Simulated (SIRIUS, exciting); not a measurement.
Given: the input of a run of exciting (release sodium) on Ti. The given cell was strained at random by a few per cent at fixed volume. This isn't the form of Ti at room conditions, which is hcp.

The input input.xml:

```xml
<input>
  <title>Ti</title>
  <structure speciespath="./" tshift="false">
    <crystal scale="1">
      <basevect>0.041135558281 3.776978597754 3.838629022844</basevect>
      <basevect>3.791654210838 0.005657840017 3.874106741108</basevect>
      <basevect>3.854105879805 3.874909874711 -0.056795718676</basevect>
    </crystal>
    <species speciesfile="Ti.xml" rmt="2">
      <atom coord="-0.015670000000 0.003810000000 0.006629000000"/>
    </species>
  </structure>
  <groundstate do="fromscratch" ngridk="11 11 11" rgkmax="9" gmaxvr="14" lmaxapw="10" lmaxmat="10" lmaxvr="8" xctype="GGA_PBE_SOL" stype="Fermi Dirac" swidth="0.00183747" nempty="12" ValenceRelativity="iora*" epsengy="1e-05" epspot="1e-05" maxscl="60" tforce="true" outputlevel="normal"/>
  <properties>
    <chargedensityplot>
      <plot3d>
        <box grid="15 15 15">
          <origin coord="0 0 0"/>
          <point coord="1 0 0"/>
          <point coord="0 1 0"/>
          <point coord="0 0 1"/>
        </box>
      </plot3d>
    </chargedensityplot>
    <elfplot>
      <plot3d>
        <box grid="15 15 15">
          <origin coord="0 0 0"/>
          <point coord="1 0 0"/>
          <point coord="0 1 0"/>
          <point coord="0 0 1"/>
        </box>
      </plot3d>
    </elfplot>
    <exccplot>
      <plot3d>
        <box grid="15 15 15">
          <origin coord="0 0 0"/>
          <point coord="1 0 0"/>
          <point coord="0 1 0"/>
          <point coord="0 0 1"/>
        </box>
      </plot3d>
    </exccplot>
  </properties>
</input>
```

Potentials or basis: all-electron LAPW+lo, shipped species files, valence relativity iora*.

The run is started by

```console
$ OMP_NUM_THREADS=1 exciting_smp
```

**Question.** What does the same run look like in SIRIUS 7.12.0? Potentials or basis there: PseudoDojo 0.4.1 PBEsol standard (scalar relativistic), cutoff 1152 eV.

**Answer.** As run (cutoffs and basis follow the program's own potentials, and thresholds, step limits or extra output files can differ):

Contents of sirius.json:

```json
{
  "control": {
    "processing_unit": "cpu",
    "verbosity": 2,
    "num_bands_to_print": 13,
    "print_forces": true,
    "print_stress": true
  },
  "parameters": {
    "electronic_structure_method": "pseudopotential",
    "xc_functionals": ["XC_GGA_X_PBE_SOL", "XC_GGA_C_PBE_SOL"],
    "gk_cutoff": 9.2,
    "pw_cutoff": 18.4,
    "ngridk": [11, 11, 11],
    "shiftk": [0, 0, 0],
    "smearing": "fermi_dirac",
    "smearing_width": 0.0018374661,
    "num_bands": 13,
    "num_mag_dims": 0,
    "num_dft_iter": 100,
    "energy_tol": 1e-08,
    "density_tol": 1e-06
  },
  "iterative_solver": {
    "type": "davidson",
    "min_tolerance": 1e-10
  },
  "mixer": {
    "type": "anderson",
    "beta": 0.7,
    "max_history": 8
  },
  "settings": {
    "tol_ne": 1e-10,
    "pseudo_grid_cutoff": 6.5
  },
  "unit_cell": {
    "lattice_vectors": [
      [0.041135558281, 3.776978597754, 3.838629022844],
      [3.791654210838, 0.005657840017, 3.874106741108],
      [3.854105879805, 3.874909874711, -0.056795718676]
    ],
    "atom_coordinate_units": "lattice",
    "atom_types": ["Ti"],
    "atom_files": {
      "Ti": "Ti.json"
    },
    "atoms": {
      "Ti": [
        [-0.01567, 0.00381, 0.006629]
      ]
    }
  }
}
```

Potentials or basis: PseudoDojo 0.4.1 PBEsol standard (scalar relativistic).

Launch:

```bash
$ upf_to_json Ti.upf
$ OMP_NUM_THREADS=1 sirius.scf --input=sirius.json --output=out.json --task=0
```

Both were run:

|  | exciting | SIRIUS |
| --- | --- | --- |
| Energy over the undisturbed cell | 5.8 meV/atom | 5.7 meV/atom |
